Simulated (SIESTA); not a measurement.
The system is MnO.

```
CELL_PARAMETERS angstrom
0.00000 2.22391 2.22391
2.22391 0.00000 2.22391
2.22391 2.22391 0.00000
ATOMIC_POSITIONS crystal
Mn 0.00000 0.00000 0.00000
O 0.50000 0.50000 0.50000
```

The cell is a database's computed one.

```yaml
Program: SIESTA 5.4.2
Task: relaxation of cell and atoms
Functional: RPBE
Potentials_or_basis: PseudoDojo 0.4 standard (PBE files)
Basis: DZP (energy shift 0.003 Ry; two zetas on semicore shells)
Grid_cutoff: 800 Ry
Energy_shift: 0.003 Ry
k_mesh: 7 × 7 × 7
Occupations: fermi-dirac, width 0.05 eV
Spin: collinear spin, ferromagnetic start
Starting_moments: "[4.0, 0.0] μB"
```

At the start: pressure 7.5 GPa; volume 11.00 Å³/atom.

**Question.** Where does the relaxation end?

**Answer.** Over 7 steps the energy falls by 17.9 meV/atom and the volume is 11.64 Å³/atom (+5.8 %); space group Fm-3m (No. 225, to 0.05 Å); moment 4.97 μB per cell.

The path:
| step | energy change (eV) | largest force (eV/Å) | pressure (GPa) | volume (Å³) |
| --- | --- | --- | --- | --- |
| 1 | 0.0000 | 0.0000 | 7.49 | 22.00 |
| 2 | -0.0027 | 0.0000 | 7.23 | 22.05 |
| 3 | -0.0325 | 0.0000 | -2.34 | 23.74 |
| 4 | -0.0350 | 0.0000 | 1.14 | 23.08 |
| 5 | -0.0356 | 0.0000 | -0.62 | 23.38 |
| 6 | -0.0357 | 0.0000 | 0.24 | 23.22 |
| 7 | -0.0358 | 0.0000 | -0.08 | 23.28 |

Final structure:
```yaml
crystal:
  lattice:
    - [0.00001, 2.26641, 2.26641]
    - [2.26641, 0.00001, 2.26641]
    - [2.26641, 2.26641, 0.00001]
  atoms:
    - { symbol: Mn, position: [0.00000, 0.00000, 0.00000] }
    - { symbol: O, position: [0.50000, 0.50000, 0.50000] }
```

Caveat: short orbitals over semicore shells can move pressures by several GPa; the potentials were made for another functional, which shifts forces and pressure; the basis of atomic orbitals isn't converged, which shifts pressures, moduli and gaps; a cell with one magnetic atom can't hold antiferromagnetic order, which such compounds often take.
